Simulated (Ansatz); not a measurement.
Runs of Ansatz 0.2.0 on Sc. The structure is hexagonal, space group P6_3/mmc (No. 194). Conventional cell: a = 3.309 Å, b = 3.309 Å, c = 5.273 Å, α = 90.00°, β = 90.00°, γ = 120.00°. Around Sc (site symmetry -6m2) lie 12 Sc at 3.26 to 3.31 Å. 

| task | level | potentials or basis | spin | U | k mesh | cutoff (eV) | smearing | basis error allowed | gap on the mesh (eV) | pressure (GPa) | V0 of scaled cells (Å³/atom) | B0 (GPa) |
| --- | --- | --- | --- | --- | --- | --- | --- | --- | --- | --- | --- | --- |
| single point | RPBE | all-electron LAPW, scalar-relativistic | off | - | 9 × 9 × 5 | 167 | gaussian 0.05 eV | 0.001 eV/atom | none | 1.3 | - | - |
| band structure | PBEsol | all-electron LAPW, inner shells corrected to Dirac's equation | off | - | 9 × 9 × 5 | 167 | fermi-dirac 0.05 eV | 0.001 eV/atom | - | -2.8 | - | - |
| band structure | PBEsol+U | all-electron LAPW, scalar-relativistic | off | Sc d U = 4.3 eV | 9 × 9 × 5 | 167 | fermi-dirac 0.05 eV | 0.001 eV/atom | - | (b) | - | - |
| equation of state | PBE | all-electron LAPW, scalar-relativistic | off | - | 9 × 9 × 5 | - | fermi-dirac 0.05 eV | 0.0005 eV/atom | - | - | (a) | (c) |
| band structure | PBE | all-electron LAPW, scalar-relativistic | off | - | 9 × 9 × 5 | 167 | fermi-dirac 0.05 eV | 0.001 eV/atom | - | -0.7 | - | - |
| band structure | PBEsol | all-electron LAPW, scalar-relativistic | off | - | 9 × 9 × 5 | 167 | fermi-dirac 0.05 eV | 0.001 eV/atom | - | -2.8 | - | - |
| equation of state | PBEsol | all-electron LAPW, scalar-relativistic | off | - | 9 × 9 × 5 | - | fermi-dirac 0.05 eV | 0.0005 eV/atom | - | - | 23.69 | 57 |
| density of states | RPBE+D3(BJ) | all-electron LAPW, relativistic spinors | non-collinear, antiferromagnetic start, SOC | - | 7 × 7 × 4 | 181 | gaussian 0.01 eV | 0.0005 eV/atom | none | -19.6 | - | - |

Alike in all rows: cell as given.

Task: Estimate the missing entries.

Result: (a) 24.69; (b) 5.0; (c) 54.

Caveats: the cell was scaled at fixed shape and fractional positions, which overstates the stiffness of a crystal with free parameters, most of all of layers and chains (some runs); U is the effective U less J, on atomic orbitals that reach past the spheres (some runs); U without spin polarisation on a metal has little footing (some runs); the U is typed as a test and isn't derived for this compound (some runs); the k mesh is thin for a metal, which can move the energy by tens of meV per atom (some runs); so large a pressure means that the cell lies far from this level's equilibrium, or that cutoff or potentials fall short (some runs); pairwise dispersion overbinds metals, which lowers pressure and volume (some runs).

A k mesh can miss the band edges.

A gap of «none» marks a metal or a gap under the smearing width.

Not every run made on this cell is shown here.
